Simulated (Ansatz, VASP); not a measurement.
**Zn: VASP beside Ansatz**

File INCAR:

```
SYSTEM = Zn
PREC = Accurate
ENCUT = 520
EDIFF = 1E-6
ISMEAR = -1
SIGMA = 0.1
LREAL = .False.
LASPH = .True.
NELM = 60
ALGO = Normal
ISIF = 2
LWAVE = .False.
LCHARG = .False.
GGA = PE
NBANDS = 12
```

KPOINTS

```
regular mesh
0
Gamma
  16 16 16
  0 0 0
```

File POSCAR:

```
Zn
1.0
   -1.5656849005      1.5656849005      1.5656849005
    1.5656849005     -1.5656849005      1.5656849005
    1.5656849005      1.5656849005     -1.5656849005
Zn
1
Direct
    0.0000000000      0.0000000000      0.0000000000
```

Input for Ansatz:

```yaml
crystal:
  lattice:
    - [-1.5656849005, 1.5656849005, 1.5656849005]
    - [1.5656849005, -1.5656849005, 1.5656849005]
    - [1.5656849005, 1.5656849005, -1.5656849005]
  atoms:
    - { symbol: Zn, position: [0.0, 0.0, 0.0] }
hamiltonian:
  xc: pbe
  pseudopotentials:
    kind: paw
    azcp:
      Zn: "pseudopotentials/Zn.paw.azcp"
basis:
  ecutwfc: 420
  fft_grid_basis: typed
kpoints:
  mp_grid: { grid: [16, 16, 16], shift: [0, 0, 0] }
magnetization:
  spin_polarized: false
scf:
  occupations: { method: fermi_dirac, width: 0.1 }
  lower_state_search: "off"
output:
  stress: true
```

Alike in both runs: task single point; functional PBE; k mesh 16 × 16 × 16; occupations fermi-dirac, width 0.1 eV; no spin polarisation.

```csv
,VASP,Ansatz
version,VASP 6.6.1,Ansatz 0.2.0
potentials or method,"VASP PAW PBE potentials, release 64 (Zn)","plane waves (420 eV) with PAW, scalar-relativistic"
plane-wave cutoff (eV),520,420
valence electrons in the cell,12,12
```

Ansatz gave:

* pressure (GPa): 0.2

Question: What did VASP give for the same quantities?

Answer: Pressure (GPa): 0.6.

With one functional, cell and mesh, what is left measures potentials, basis and numerics.
